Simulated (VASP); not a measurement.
## Be: relaxation of cell and atoms with rev-vdW-DF2

Be:

```
CELL_PARAMETERS angstrom
2.02081 0.00000 0.00000
0.00000 2.02081 0.00000
0.00000 0.00000 2.66164
ATOMIC_POSITIONS crystal
Be 0.00000 0.00000 0.50000
```

The cell was built by a generator and needn't be a form met in nature.

- Program: VASP 6.6.1
- Task: relaxation of cell and atoms
- Functional: rev-vdW-DF2
- Potentials or basis: VASP PAW PBE potentials, release 64 (Be)
- Cutoff: 600 eV
- k mesh: 13 × 13 × 10
- Occupations: fermi-dirac, width 0.05 eV
- Spin: no spin polarisation
- Further INCAR settings: ALGO = Normal; EDIFF = 1e-06; IBRION = 2; EDIFFG = -0.01; NSW = 60; ISIF = 3

```
Relaxed volume                         : 10.97 Å³/atom
Relaxed cell                           : a = 2.021 Å, b = 2.021 Å, c = 2.685 Å, α = 90.00°, β = 90.00°, γ = 90.00°
Space group after relaxing (to 0.05 Å) : P4/mmm (No. 123)
Energy gained by relaxing              : 0.3 meV/atom
Ionic steps                            : 3
Pressure after relaxing                : 0.1 GPa
Band gap on the k mesh                 : none (metal or under the smearing width)
```

Step by step:
```
step  energy change (eV)  largest force (eV/Å)  pressure (GPa)  volume (Å³)
   1              0.0000                0.0000            0.36        10.87
   2             -0.0002                0.0000            0.24        10.91
   3             -0.0003                0.0000            0.05        10.97
```

Final structure:
```
Be
1.0
     2.02148    0.00000    0.00000
     0.00000    2.02148    0.00000
     0.00000    0.00000    2.68500
Be
1
Direct
  0.00000 0.00000 0.50000
```

Levels at points of the mesh, in eV from the Fermi level:
```tsv
k point	band 1	band 2	band 3	band 4
(0.00, 0.00, 0.00)	-8.97	5.68	12.11	17.67
(0.00, 0.00, 0.50)	-4.74	-4.72	18.85	18.85
```

Run time: 10 s on 1 thread of Intel(R) Xeon(R) 6975P-C (Granite Rapids), on a shared host, peak memory 0.22 GiB.

Caveat: the PAW data sets were made with another functional, which shifts forces and pressure a little.
